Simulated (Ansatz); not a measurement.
**Molecular dynamics of Ge**

Input file:

```yaml
crystal:
  lattice:
    - [0.0, 5.752803, 5.752803]
    - [5.752803, 0.0, 5.752803]
    - [5.752803, 5.752803, 0.0]
  atoms:
    - { symbol: Ge, position: [-0.00434879, -0.06854073, -0.12458387] }
    - { symbol: Ge, position: [0.01855867, 0.06971145, 0.19831589] }
    - { symbol: Ge, position: [0.1294292, 0.15900387, 0.40264395] }
    - { symbol: Ge, position: [0.25440143, 0.23048588, 0.66855511] }
    - { symbol: Ge, position: [-0.0396208, 0.43524474, -0.08733166] }
    - { symbol: Ge, position: [0.13667546, 0.49273249, 0.06734703] }
    - { symbol: Ge, position: [-0.03011016, 0.56448469, 0.41212836] }
    - { symbol: Ge, position: [0.08422437, 0.70367363, 0.55951355] }
    - { symbol: Ge, position: [0.4310739, -0.00556428, 0.03960628] }
    - { symbol: Ge, position: [0.56848984, 0.19672235, 0.13584834] }
    - { symbol: Ge, position: [0.58576879, -0.07041657, 0.52987035] }
    - { symbol: Ge, position: [0.74232605, 0.09133798, 0.67315652] }
    - { symbol: Ge, position: [0.49817828, 0.58093068, 0.05252503] }
    - { symbol: Ge, position: [0.70100019, 0.62054152, 0.20915001] }
    - { symbol: Ge, position: [0.44245243, 0.39990839, 0.56505707] }
    - { symbol: Ge, position: [0.48150115, 0.59974391, 0.69819803] }
basis:
  ecutwfc: 420.0
kpoints:
  mp_grid: { grid: [2, 2, 2] }
hamiltonian:
  xc: pbe
scf:
  occupations: { method: fermi_dirac, width: 0.3 }
  lower_state_search: "off"
md:
  timestep: 3
  n_steps: 80
  ensemble: nvt_langevin
  temperature: 2100.0
  initial_velocities: maxwell_boltzmann
  seed: 128738
  friction: 0.005
```

Command:

```bash
$ ansatz run input.yaml --threads 2 --pin off --max-ram 5120MiB --backend cpu --events-out ev --progress --plain --runs-dir out
```

It goes on from the last frame of an earlier run, with new velocities.

Output, in part (step lines):

```
md step     0: t =     0.00 fs  T =  1968.8 K  F+E_penalty+E_count = -68712.41600670 eV  E_kin = 4.071690 eV  (10 SCF iters)
md step     1: t =     3.00 fs  T =  1977.4 K  F+E_penalty+E_count = -68712.41768053 eV  E_kin = 4.089567 eV  (9 SCF iters)
md step     2: t =     6.00 fs  T =  2005.6 K  F+E_penalty+E_count = -68712.45570587 eV  E_kin = 4.147890 eV  (9 SCF iters)
md step     3: t =     9.00 fs  T =  1955.9 K  F+E_penalty+E_count = -68712.51468116 eV  E_kin = 4.045053 eV  (9 SCF iters)
md step     4: t =    12.00 fs  T =  1823.2 K  F+E_penalty+E_count = -68712.56824130 eV  E_kin = 3.770585 eV  (9 SCF iters)
md step     5: t =    15.00 fs  T =  1661.6 K  F+E_penalty+E_count = -68712.59791651 eV  E_kin = 3.436389 eV  (5 SCF iters)
md step     6: t =    18.00 fs  T =  1745.9 K  F+E_penalty+E_count = -68712.59294274 eV  E_kin = 3.610720 eV  (6 SCF iters)
md step     7: t =    21.00 fs  T =  1784.6 K  F+E_penalty+E_count = -68712.54430703 eV  E_kin = 3.690865 eV  (6 SCF iters)
md step     8: t =    24.00 fs  T =  1769.0 K  F+E_penalty+E_count = -68712.44126928 eV  E_kin = 3.658472 eV  (6 SCF iters)
md step     9: t =    27.00 fs  T =  1711.6 K  F+E_penalty+E_count = -68712.30299568 eV  E_kin = 3.539853 eV  (6 SCF iters)
md step    10: t =    30.00 fs  T =  1745.4 K  F+E_penalty+E_count = -68712.16012277 eV  E_kin = 3.609767 eV  (7 SCF iters)
md step    11: t =    33.00 fs  T =  1753.0 K  F+E_penalty+E_count = -68712.02222753 eV  E_kin = 3.625583 eV  (6 SCF iters)
md step    12: t =    36.00 fs  T =  1772.2 K  F+E_penalty+E_count = -68711.90120473 eV  E_kin = 3.665112 eV  (6 SCF iters)
md step    13: t =    39.00 fs  T =  1767.1 K  F+E_penalty+E_count = -68711.79610364 eV  E_kin = 3.654730 eV  (5 SCF iters)
md step    14: t =    42.00 fs  T =  1769.1 K  F+E_penalty+E_count = -68711.70303184 eV  E_kin = 3.658723 eV  (5 SCF iters)
md step    15: t =    45.00 fs  T =  1807.8 K  F+E_penalty+E_count = -68711.61956799 eV  E_kin = 3.738797 eV  (5 SCF iters)
md step    16: t =    48.00 fs  T =  1863.2 K  F+E_penalty+E_count = -68711.54446587 eV  E_kin = 3.853355 eV  (5 SCF iters)
md step    17: t =    51.00 fs  T =  1999.8 K  F+E_penalty+E_count = -68711.48455162 eV  E_kin = 4.135994 eV  (5 SCF iters)
md step    18: t =    54.00 fs  T =  2099.7 K  F+E_penalty+E_count = -68711.43863547 eV  E_kin = 4.342568 eV  (5 SCF iters)
md step    19: t =    57.00 fs  T =  2060.0 K  F+E_penalty+E_count = -68711.42011355 eV  E_kin = 4.260327 eV  (6 SCF iters)
md step    20: t =    60.00 fs  T =  2088.4 K  F+E_penalty+E_count = -68711.44324216 eV  E_kin = 4.319080 eV  (7 SCF iters)
md step    21: t =    63.00 fs  T =  1891.5 K  F+E_penalty+E_count = -68711.48542919 eV  E_kin = 3.912017 eV  (5 SCF iters)
md step    22: t =    66.00 fs  T =  1964.0 K  F+E_penalty+E_count = -68711.55884840 eV  E_kin = 4.061945 eV  (5 SCF iters)
md step    23: t =    69.00 fs  T =  1944.6 K  F+E_penalty+E_count = -68711.65727186 eV  E_kin = 4.021697 eV  (5 SCF iters)
md step    24: t =    72.00 fs  T =  1813.0 K  F+E_penalty+E_count = -68711.75335892 eV  E_kin = 3.749612 eV  (5 SCF iters)
md step    25: t =    75.00 fs  T =  1828.4 K  F+E_penalty+E_count = -68711.85082277 eV  E_kin = 3.781331 eV  (5 SCF iters)
md step    26: t =    78.00 fs  T =  1961.0 K  F+E_penalty+E_count = -68711.94600121 eV  E_kin = 4.055608 eV  (5 SCF iters)
md step    27: t =    81.00 fs  T =  1856.2 K  F+E_penalty+E_count = -68712.02974036 eV  E_kin = 3.838964 eV  (6 SCF iters)
md step    28: t =    84.00 fs  T =  1895.3 K  F+E_penalty+E_count = -68712.10393190 eV  E_kin = 3.919702 eV  (6 SCF iters)
md step    29: t =    87.00 fs  T =  1851.0 K  F+E_penalty+E_count = -68712.17372264 eV  E_kin = 3.828251 eV  (5 SCF iters)
md step    30: t =    90.00 fs  T =  1803.1 K  F+E_penalty+E_count = -68712.23641031 eV  E_kin = 3.729167 eV  (7 SCF iters)
md step    31: t =    93.00 fs  T =  1894.0 K  F+E_penalty+E_count = -68712.29888388 eV  E_kin = 3.917099 eV  (6 SCF iters)
md step    32: t =    96.00 fs  T =  1909.6 K  F+E_penalty+E_count = -68712.37265016 eV  E_kin = 3.949339 eV  (6 SCF iters)
md step    33: t =    99.00 fs  T =  2132.6 K  F+E_penalty+E_count = -68712.44581808 eV  E_kin = 4.410480 eV  (5 SCF iters)
md step    34: t =   102.00 fs  T =  2186.9 K  F+E_penalty+E_count = -68712.49434082 eV  E_kin = 4.522856 eV  (5 SCF iters)
md step    35: t =   105.00 fs  T =  2322.7 K  F+E_penalty+E_count = -68712.52547949 eV  E_kin = 4.803796 eV  (6 SCF iters)
md step    36: t =   108.00 fs  T =  2254.1 K  F+E_penalty+E_count = -68712.53699392 eV  E_kin = 4.661831 eV  (5 SCF iters)
md step    37: t =   111.00 fs  T =  2131.7 K  F+E_penalty+E_count = -68712.52169269 eV  E_kin = 4.408785 eV  (5 SCF iters)
md step    38: t =   114.00 fs  T =  2124.4 K  F+E_penalty+E_count = -68712.47819330 eV  E_kin = 4.393697 eV  (5 SCF iters)
md step    39: t =   117.00 fs  T =  2040.8 K  F+E_penalty+E_count = -68712.40972878 eV  E_kin = 4.220666 eV  (5 SCF iters)
md step    40: t =   120.00 fs  T =  1987.4 K  F+E_penalty+E_count = -68712.33993179 eV  E_kin = 4.110327 eV  (7 SCF iters)
md step    41: t =   123.00 fs  T =  1979.0 K  F+E_penalty+E_count = -68712.27044838 eV  E_kin = 4.092878 eV  (5 SCF iters)
md step    42: t =   126.00 fs  T =  2100.4 K  F+E_penalty+E_count = -68712.20864857 eV  E_kin = 4.343905 eV  (5 SCF iters)
md step    43: t =   129.00 fs  T =  2144.2 K  F+E_penalty+E_count = -68712.16060870 eV  E_kin = 4.434531 eV  (5 SCF iters)
md step    44: t =   132.00 fs  T =  2158.5 K  F+E_penalty+E_count = -68712.12469665 eV  E_kin = 4.464217 eV  (6 SCF iters)
md step    45: t =   135.00 fs  T =  2155.1 K  F+E_penalty+E_count = -68712.11690784 eV  E_kin = 4.457165 eV  (5 SCF iters)
md step    46: t =   138.00 fs  T =  2202.8 K  F+E_penalty+E_count = -68712.13307112 eV  E_kin = 4.555671 eV  (5 SCF iters)
md step    47: t =   141.00 fs  T =  2207.9 K  F+E_penalty+E_count = -68712.17062175 eV  E_kin = 4.566303 eV  (6 SCF iters)
md step    48: t =   144.00 fs  T =  2239.2 K  F+E_penalty+E_count = -68712.22868822 eV  E_kin = 4.631044 eV  (5 SCF iters)
md step    49: t =   147.00 fs  T =  2381.4 K  F+E_penalty+E_count = -68712.29593435 eV  E_kin = 4.925032 eV  (5 SCF iters)
md step    50: t =   150.00 fs  T =  2335.9 K  F+E_penalty+E_count = -68712.35172436 eV  E_kin = 4.830996 eV  (7 SCF iters)
md step    51: t =   153.00 fs  T =  2359.4 K  F+E_penalty+E_count = -68712.38205253 eV  E_kin = 4.879517 eV  (5 SCF iters)
md step    52: t =   156.00 fs  T =  2304.3 K  F+E_penalty+E_count = -68712.40351095 eV  E_kin = 4.765624 eV  (6 SCF iters)
md step    53: t =   159.00 fs  T =  2203.5 K  F+E_penalty+E_count = -68712.42194210 eV  E_kin = 4.557237 eV  (5 SCF iters)
md step    54: t =   162.00 fs  T =  2239.2 K  F+E_penalty+E_count = -68712.44781548 eV  E_kin = 4.631036 eV  (5 SCF iters)
md step    55: t =   165.00 fs  T =  2216.6 K  F+E_penalty+E_count = -68712.46899621 eV  E_kin = 4.584206 eV  (5 SCF iters)
md step    56: t =   168.00 fs  T =  2140.8 K  F+E_penalty+E_count = -68712.47129874 eV  E_kin = 4.427591 eV  (5 SCF iters)
md step    57: t =   171.00 fs  T =  2088.8 K  F+E_penalty+E_count = -68712.46459009 eV  E_kin = 4.320033 eV  (5 SCF iters)
md step    58: t =   174.00 fs  T =  2120.1 K  F+E_penalty+E_count = -68712.43918607 eV  E_kin = 4.384616 eV  (5 SCF iters)
md step    59: t =   177.00 fs  T =  2215.6 K  F+E_penalty+E_count = -68712.37107203 eV  E_kin = 4.582248 eV  (5 SCF iters)
md step    60: t =   180.00 fs  T =  2126.4 K  F+E_penalty+E_count = -68712.24915794 eV  E_kin = 4.397737 eV  (7 SCF iters)
md step    61: t =   183.00 fs  T =  2075.4 K  F+E_penalty+E_count = -68712.10062154 eV  E_kin = 4.292243 eV  (6 SCF iters)
md step    62: t =   186.00 fs  T =  1994.8 K  F+E_penalty+E_count = -68711.95708301 eV  E_kin = 4.125543 eV  (6 SCF iters)
md step    63: t =   189.00 fs  T =  2118.2 K  F+E_penalty+E_count = -68711.83761284 eV  E_kin = 4.380855 eV  (5 SCF iters)
md step    64: t =   192.00 fs  T =  2124.8 K  F+E_penalty+E_count = -68711.79394610 eV  E_kin = 4.394403 eV  (6 SCF iters)
md step    65: t =   195.00 fs  T =  2136.6 K  F+E_penalty+E_count = -68711.84625897 eV  E_kin = 4.418755 eV  (6 SCF iters)
md step    66: t =   198.00 fs  T =  2152.7 K  F+E_penalty+E_count = -68711.99864789 eV  E_kin = 4.452204 eV  (5 SCF iters)
md step    67: t =   201.00 fs  T =  2158.1 K  F+E_penalty+E_count = -68712.22774052 eV  E_kin = 4.463391 eV  (6 SCF iters)
md step    68: t =   204.00 fs  T =  2206.0 K  F+E_penalty+E_count = -68712.47735316 eV  E_kin = 4.562410 eV  (5 SCF iters)
md step    69: t =   207.00 fs  T =  2314.8 K  F+E_penalty+E_count = -68712.71532700 eV  E_kin = 4.787387 eV  (5 SCF iters)
md step    70: t =   210.00 fs  T =  2462.4 K  F+E_penalty+E_count = -68712.93249013 eV  E_kin = 5.092646 eV  (7 SCF iters)
md step    71: t =   213.00 fs  T =  2611.2 K  F+E_penalty+E_count = -68713.12132108 eV  E_kin = 5.400436 eV  (5 SCF iters)
md step    72: t =   216.00 fs  T =  2547.4 K  F+E_penalty+E_count = -68713.27103620 eV  E_kin = 5.268524 eV  (5 SCF iters)
md step    73: t =   219.00 fs  T =  2337.4 K  F+E_penalty+E_count = -68713.37467696 eV  E_kin = 4.834038 eV  (5 SCF iters)
md step    74: t =   222.00 fs  T =  2412.8 K  F+E_penalty+E_count = -68713.42918832 eV  E_kin = 4.990025 eV  (5 SCF iters)
md step    75: t =   225.00 fs  T =  2422.1 K  F+E_penalty+E_count = -68713.44371945 eV  E_kin = 5.009229 eV  (5 SCF iters)
md step    76: t =   228.00 fs  T =  2298.0 K  F+E_penalty+E_count = -68713.43568742 eV  E_kin = 4.752552 eV  (5 SCF iters)
md step    77: t =   231.00 fs  T =  2235.1 K  F+E_penalty+E_count = -68713.40521260 eV  E_kin = 4.622582 eV  (6 SCF iters)
md step    78: t =   234.00 fs  T =  2229.9 K  F+E_penalty+E_count = -68713.35127918 eV  E_kin = 4.611745 eV  (5 SCF iters)
md step    79: t =   237.00 fs  T =  2100.3 K  F+E_penalty+E_count = -68713.28362686 eV  E_kin = 4.343727 eV  (6 SCF iters)
md step    80: t =   240.00 fs  T =  1947.4 K  F+E_penalty+E_count = -68713.20790431 eV  E_kin = 4.027515 eV  (7 SCF iters)
```

The run went to its last step. A run of 0.24 ps of so small a system gives no equilibrium averages. Limits of this set-up: coarse k mesh.

Mean squared displacements from the first frame to the last, about the centre of mass: Ge 0.94 Å².

Last frame:

```xyz
16
Lattice="0.0000 5.7528 5.7528 5.7528 0.0000 5.7528 5.7528 5.7528 0.0000" Properties=species:S:1:pos:R:3
Ge -0.310 -1.125 -0.505
Ge 0.072 1.478 0.862
Ge 3.047 3.585 1.971
Ge 4.496 5.289 2.613
Ge 1.522 -1.283 1.835
Ge 4.236 1.465 3.673
Ge 5.961 2.014 1.419
Ge 6.729 3.090 4.407
Ge 0.201 2.918 3.262
Ge 2.459 4.556 4.487
Ge 2.115 6.492 2.901
Ge 3.780 8.083 4.960
Ge 3.139 2.757 6.766
Ge 5.548 4.936 7.838
Ge 5.528 5.697 5.131
Ge 8.543 5.714 6.048
```

Run time: 17 min on 2 threads of Arm Neoverse V2, with other jobs on the host, peak memory 1.3 GiB.
